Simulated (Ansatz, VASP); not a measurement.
# SrNbO3: VASP beside Ansatz, part 2 of 2

One calculation is typed for both programs; each brings its own data sets. How far apart do they land? The two relaxations start from unlike cells of this crystal (the structure described is Ansatz's start), so only their ends are compared.

VASP 6.6.1 and Ansatz 0.2.0.

So far: Starting point; VASP: relaxation of cell and atoms, LDA.

### 3. Ansatz: relaxation of cell and atoms, LDA

Level of this step: Ansatz beside VASP: Kohn-Sham DFT, plane waves, LDA (Ansatz).

Ansatz runs on its default PAW (the set named soft_2) files.

Its own start cell and the same functional (in two slightly different forms), mesh and smearing now go to Ansatz, which takes its cutoff from its data sets.

File input.yaml:

```yaml
crystal:
  lattice:
    - [4.0696897567, 0.0, 0.0]
    - [0.0, 4.0696897567, 0.0]
    - [0.0, 0.0, 4.0696897567]
  atoms:
    - { symbol: Sr, position: [0.5, 0.5, 0.5] }
    - { symbol: Nb, position: [0.0, 0.0, 0.0] }
    - { symbol: O, position: [0.0, 0.5, 0.0] }
    - { symbol: O, position: [0.0, 0.0, 0.5] }
    - { symbol: O, position: [0.5, 0.0, 0.0] }
kpoints:
  mp_grid: { grid: [8, 8, 8] }
hamiltonian:
  xc: lda
scf:
  occupations: { method: gaussian, width: 0.1 }
output:
  forces: true
  stress: true
  eigenvalues: true
relax:
  adjacent_minimum: "off"
  f_tol: 0.005
  max_steps: 60
  cell: { stress_tol: 0.03 }
```

Launch:

```console
ansatz run input.yaml --threads 8 --pin off --max-ram 16384MiB --backend cpu --events-out ev --progress --plain --runs-dir out
```

Numbers of over 12 decimals in the logs are rounded to 6 here.

The log of the run:

```text
Engine: ansatz 0.2.0, aarch64-unknown-linux-gnu
Pseudopotentials: kind: paw
Pseudopotential: Sr, paw, valence charge 10, recommended cutoff 420 eV (normal), Sr.paw.azcp
Pseudopotential: Nb, paw, valence charge 13, recommended cutoff 420 eV (normal), Nb.paw.azcp
Pseudopotential: O, paw, valence charge 6, recommended cutoff 420 eV (normal), O.paw.azcp
Functional definition: SPW92
  exchange = slater_x
  correlation = pw_c
Crystal: 5 atoms, lattice volume = 67.404 Å³
Basis set: ecut = 420 eV, 1357 PW (Γ)
Bands: 26, of which v1, the nominal top of the filled ones, is band 21 counted from 1 (20 counted from 0)
Symmetry: 48 space group operations
Space group: Pm-3m (ITA 221), of the structure as read, at distance tolerance 4.1e-5 Å
k-points: 35 of 512
Non-local potential: Sr, projectors of the file, l = 0: 3, l = 1: 2, l = 2: 2
Non-local potential: Nb, projectors of the file, l = 0: 3, l = 1: 2, l = 2: 2, l = 3: 1
Non-local potential: O, projectors of the file, l = 0: 2, l = 1: 2, l = 2: 1
PAW form: soft (Blöchl's): semilocal exchange-correlation on the pseudo side does not see the compensation charge
PAW frozen core: Sr, regenerated for the run's functional, and the local potential with it (the file was generated under x = pbe(κ = 0.804, μ = 0.219515), c = pbe(β = 0.066725))
PAW frozen core: Nb, regenerated for the run's functional, and the local potential with it (the file was generated under x = pbe(κ = 0.804, μ = 0.219515), c = pbe(β = 0.066725))
PAW frozen core: O, regenerated for the run's functional, and the local potential with it (the file was generated under x = pbe(κ = 0.804, μ = 0.219515), c = pbe(β = 0.066725))
PAW one-centre angular grid: Sr, 110 points (default); XC on 64 Gauss nodes
PAW one-centre angular grid: Nb, 590 points (default); XC on 64 Gauss nodes
PAW one-centre angular grid: O, 110 points (default); XC on 64 Gauss nodes
Initial density: superposition of atomic densities (neutral atoms: chi_scale 0, normalization atom), corrected by the library's trained network
Initial wavefunctions: pseudopotential atomic-orbital guess
Functional: x = slater, c = lda
SCF iter   1: F=—  HF=-9559.945649 eV  |F-HF|=—  |Δ(HF+E_count)|=         —  Δρ=1.70e-2  dr2=1.74e-1  ethr=1.77e-3  ⟨swp⟩=7.0  Hψ=4764  notcnv=0
preconditioner: auto → Kerker (q_TF=auto, 2.511 Å⁻¹)  [metal: Δε(μ)=0.078 eV  Ē_g=12.996 eV  σ=0.100 eV  W_gap=0.38  n_scr=18 (ndim 8)  ℏωp=25.2 eV  f_vac=0.003  D(μ)=1.97/eV (n_scr^D=18)]
SCF iter   2: F=—  HF=-9559.905145 eV  |F-HF|=—  |Δ(HF+E_count)|=   4.05e-2  Δρ=4.33e-3  dr2=8.12e-3  ethr=4.23e-4  ⟨swp⟩=2.0  Hψ=1632  notcnv=0  defer=36
SCF iter   3: F=—  HF=-9559.903590 eV  |F-HF|=—  |Δ(HF+E_count)|=   1.55e-3  Δρ=2.36e-3  dr2=3.80e-3  ethr=1.98e-5  ⟨swp⟩=2.1  Hψ=1034  notcnv=0  defer=36
SCF iter   4: F=—  HF=-9559.902435 eV  |F-HF|=—  |Δ(HF+E_count)|=   1.15e-3  Δρ=5.94e-4  dr2=3.04e-4  ethr=9.28e-6  ⟨swp⟩=2.0  Hψ=1161  notcnv=0  defer=36
SCF iter   5: F=—  HF=-9559.902342 eV  |F-HF|=—  |Δ(HF+E_count)|=   9.33e-5  Δρ=1.49e-4  dr2=2.69e-5  ethr=7.41e-7  ⟨swp⟩=2.1  Hψ=1187  notcnv=0  defer=36
SCF iter   6: F=—  HF=-9559.902332 eV  |F-HF|=—  |Δ(HF+E_count)|=   9.78e-6  Δρ=3.35e-5  dr2=8.41e-7  ethr=6.56e-8  ⟨swp⟩=2.1  Hψ=1334  notcnv=0  defer=36
SCF iter   7: F=-9559.902332 eV  HF=-9559.902332 eV  |F-HF|=1.86e-8  |Δ(HF+E_count)|=   1.46e-7  Δρ=8.68e-6  dr2=3.76e-8  ethr=2.44e-10  ⟨swp⟩=9.5  Hψ=4580  notcnv=0
SCF 1 converged in 7 iterations: F = -9559.902332 eV  dr2 = 3.76e-8
  greatest PAW one-centre occupation: 0.997 electrons in one spin orbital (limit 2), on the Nb atom at site 1 (counted from 0), in its partial waves of l = 0
relax step   1: F+E_penalty+E_count = -9559.90233184 eV  Δ(F+E_penalty+E_count) = +0.000e0 eV  max|allowed force component| = 3.324e-29 eV/Å  Δτ_max = 0.0000 Å  P = -11.120 GPa  Ω = 67.404 Å³  (7 SCF iters, dr2 threshold 1.00e-7 eV, accepted)
[...]
relax step   5: F+E_penalty+E_count = -9560.05296136 eV  Δ(F+E_penalty+E_count) = +1.290e-2 eV  max|allowed force component| = 1.814e-30 eV/Å  Δτ_max = 0.0000 Å  P = -0.369 GPa  Ω = 63.418 Å³  stress off target by 3.69e-1 GPa  SCF on the basis re-selected at this cell (its energy is not comparable with the rows above)  (7 SCF iters)
[...]
relax step   6: F+E_penalty+E_count = -9560.05360693 eV  Δ(F+E_penalty+E_count) = -6.456e-4 eV  max|allowed force component| = 5.916e-30 eV/Å  Δτ_max = 0.0000 Å  P = +0.001 GPa  Ω = 63.304 Å³  energy of the carried Pulay correction = +5.155e-4 eV  (4 SCF iters, dr2 threshold 3.40e-7 eV, accepted)
[...]
relax step   7: F+E_penalty+E_count = -9560.05320159 eV  Δ(F+E_penalty+E_count) = +4.053e-4 eV  max|allowed force component| = 1.735e-30 eV/Å  Δτ_max = 0.0000 Å  P = -0.006 GPa  Ω = 63.304 Å³  stress off target by 6.08e-3 GPa  SCF on the basis re-selected at this cell (its energy is not comparable with the rows above)  (6 SCF iters)
basis re-selected at this cell: Δ(F+E_penalty+E_count) = +4.053e-4 eV, ΔP = -0.007 GPa vs the last step (what re-selecting the basis moved, of the pressure what is left beyond the Pulay correction that the steps carried, after the strain that the cell walked since its last selection, with what the two solves' SCF thresholds leave and, on support functions, any second-order correction that the steps lacked; it is no m [...]
SCF converged after 6 iterations
Free energy (F): -9560.053202 eV
Harris-Foulkes:  -9560.053202 eV  (|F-HF|=1.82e-12)
Internal energy: -9560.044265 eV  (E = F + TS)
E sigma→0 (E₀):  -9560.048733 eV
Entropy (-TS):   -0.008936 eV (-1.787 meV/atom)
Fermi energy:    13.996505 eV
--- Per-component energies (eV) ---
  E_band       = -152.917818
  E_kinetic    = 1169.948199
  E_local      = -2406.044544  (includes V_loc(G=0)·N_el)
  E_nonlocal   = 476.649891
  E_hartree    = 764.406898
  E_xc         = -566.769202
  E_vxc        = -658.394652  (∫ρ·V_xc dr)
  E_paw        = -6002.965132  (= ΣΔE_a)
  E_vpaw       = -263.898077  (= ΣTr[D̂ρ^β])
  E_aug_tail   = 0.007501  (compensation charges beyond the density's cutoff)
  E_ewald      = -2996.288470
  E_core_change = 1.010594  (= ΣΔE_core)
  E_smearing   = -0.008936  (= −TS)
  E_closure    = 0.000000  (closes the sum)
  Σ components = -9560.053202   (vs F -9560.053202, Δ=0.00e0)
--- Forces (eV/Å), atoms counted from 1 ---
  atom   1  Sr    -0.00000000    -0.00000000     0.00000000
  atom   2  Nb     0.00000000     0.00000000    -0.00000000
  atom   3  O     -0.00000000    -0.00000000     0.00000000
  atom   4  O     -0.00000000     0.00000000    -0.00000000
  atom   5  O     -0.00000000    -0.00000000    -0.00000000
  max |Σ_I F_I| component: 3.42e-30 eV/Å
--- Stress (GPa, compression-positive) ---
       -0.006085       0.000000       0.000000
        0.000000      -0.006085      -0.000000
        0.000000      -0.000000      -0.006085
  P = ⅓ Tr σ = -0.0061 GPa (-0.061 kbar)
--- Band table (eV; the first three rows and the last of 35) ---
  k-point 0: bands = [... 17 lower, 9.7001, 9.7001, 9.7001, 12.5209, 12.5209, 12.5209, 15.3398, 15.3398, ... 1 higher]
  k-point 1: bands = [... 17 lower, 9.1585, 9.6356, 9.6356, 12.5638, 12.9693, 12.9693, 15.5733, 15.6038, ... 1 higher]
  k-point 2: bands = [... 17 lower, 8.5062, 9.5539, 9.5539, 12.6729, 13.9491, 13.9491, 16.1678, 16.2382, ... 1 higher]
  k-point 34: bands = [... 17 lower, 10.0811, 10.0811, 10.0811, 16.6932, 16.6932, 16.6932, 16.7603, 16.7603, ... 1 higher]
--- Relaxed structure (5 steps of the walk, 5 accepted, 2 SCFs on fresh bases) ---
  F+E_penalty+E_count = -9560.05320159 eV   max|allowed force component| = 1.735e-30 eV/Å   (the final SCF, on the basis selected at the relaxed cell)
  cell:  # Å, volume = 63.3044 Å³
    - [3.985456, 0, 0]
    - [0, 3.985456, 0.0]
    - [0, 0.0, 3.985456]
  atoms:
    - { symbol: Sr, position: [0.5, 0.5, 0.5] }
    - { symbol: Nb, position: [0, 0, 0] }
    - { symbol: O, position: [0, 0.5, 0] }
    - { symbol: O, position: [0, 0, 0.5] }
    - { symbol: O, position: [0.5, 0, 0] }
```

### 4. Comparison

Known differences besides the potentials themselves: the two LDA forms differ slightly; the cutoff is 420 eV in Ansatz and 600 eV in VASP; VASP's log shows a relativistic correction to its local exchange, Ansatz's none; Ansatz adds a Pulay correction to the stress that steers its cell, VASP none. Total energies have different zeros and are not compared.

Compared:

```
                                         quantity  Ansatz   VASP  difference
                                      volume (Å³)   63.30  63.35     -0.07 %
edge a after relaxation, in the typed setting (Å)   3.986  3.986     -0.02 %
```

### 5. Summary of results

```json
{
  "difference in volume (relaxation of cell and atoms, LDA)": "-0.070 %"
}
```

**Reading.** The difference in volume is -0.070 % (relaxation of cell and atoms, LDA), within the 1.2 % picked in this series as the mark of a large difference, as far as the stopping tolerances let one tell. 1 further run of this series is not shown here. How closely two codes agree says nothing of how well the functional describes the real material.

[Lines on the potential files, build, host, timing and source positions are cut from VASP's logs without a mark.]

[Logs are printed without paths, hosts, clocks, repeated set-up lines and the standing remarks that a program may print on its own settings, such as how far it seeks lower states.]

[Hosts, paths, dates, database ids (printed as entryN), source tags and the programs' standing remarks are cut or masked in the printed files.]
